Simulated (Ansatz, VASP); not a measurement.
## Two plane-wave programs on Al3GaAs4

Contents of INCAR:

```
SYSTEM = Al3GaAs4
ALGO = Normal
EDIFF = 1E-6
EDIFFG = -0.01
ENCUT = 600
GGA = PE
IBRION = 2
ISIF = 3
ISMEAR = 0
LASPH = .TRUE.
LCHARG = .FALSE.
LREAL = .FALSE.
LWAVE = .FALSE.
NELM = 100
NSW = 100
PREC = Accurate
SIGMA = 0.02
```

File KPOINTS:

```
k-points
0
G
  6 6 6
  0 0 0
```

The input POSCAR:

```
Al3GaAs4
1.0
    5.7263239577      0.0000000000      0.0000000000
    0.0000000000      5.7263239577      0.0000000000
    0.0000000000      0.0000000000      5.7263239577
Al Ga As
3 1 4
Direct
    0.0000000000      0.5000000000      0.5000000000
    0.5000000000      0.5000000000      0.0000000000
    0.5000000000      0.0000000000      0.5000000000
    0.0000000000      0.0000000000      0.0000000000
    0.7490098747      0.7490098747      0.2509901253
    0.7490098747      0.2509901253      0.7490098747
    0.2509901253      0.7490098747      0.7490098747
    0.2509901253      0.2509901253      0.2509901253
```

Input for Ansatz:

```yaml
crystal:
  lattice:
    - [5.7263239577, 0.0, 0.0]
    - [0.0, 5.7263239577, 0.0]
    - [0.0, 0.0, 5.7263239577]
  atoms:
    - { symbol: Al, position: [0.0, 0.5, 0.5] }
    - { symbol: Al, position: [0.5, 0.5, 0.0] }
    - { symbol: Al, position: [0.5, 0.0, 0.5] }
    - { symbol: Ga, position: [0.0, 0.0, 0.0] }
    - { symbol: As, position: [0.7490098747, 0.7490098747, 0.2509901253] }
    - { symbol: As, position: [0.7490098747, 0.2509901253, 0.7490098747] }
    - { symbol: As, position: [0.2509901253, 0.7490098747, 0.7490098747] }
    - { symbol: As, position: [0.2509901253, 0.2509901253, 0.2509901253] }
basis:
  ecutwfc: 420
kpoints:
  mp_grid: { grid: [6, 6, 6] }
hamiltonian:
  xc: pbe
scf:
  occupations: { method: gaussian, width: 0.02 }
output:
  forces: true
  stress: true
  eigenvalues: true
relax:
  adjacent_minimum: "off"
  f_tol: 0.01
  max_steps: 80
  cell: { stress_tol: 0.05 }
```

Change from the starting cell: species swapped into the Zn3CdSe4 type (P-43m, No. 215).

Alike in both runs: task relaxation of cell and atoms; functional PBE; k mesh 6 × 6 × 6; occupations gaussian, width 0.02 eV; no spin polarisation.

```csv
,VASP,Ansatz
version,VASP 6.6.1,Ansatz 0.2.0
potentials or method,"VASP PAW PBE potentials, release 64 (Al, Ga_d, As)","scalar-relativistic, plane waves, PAW"
plane-wave cutoff (eV),600,420
valence electrons in the cell,42,82
```

VASP gave:

| Property | Result |
| --- | --- |
| gap on the k mesh at the Fermi level, each at its own relaxed structure (eV) | 1.02 |
| relaxed volume (Å³/atom) | 23.61 |
| relaxed cell length with the largest relative difference (Å) | 5.737 |

Problem. Which values does Ansatz return?

Solution. gap on the k mesh at the Fermi level, each at its own relaxed structure (eV): 1.03; relaxed volume (Å³/atom): 23.55; relaxed cell length with the largest relative difference (Å): 5.733.

The two sets of potentials don't hold the same shells in valence.

A k mesh can miss the band edges.
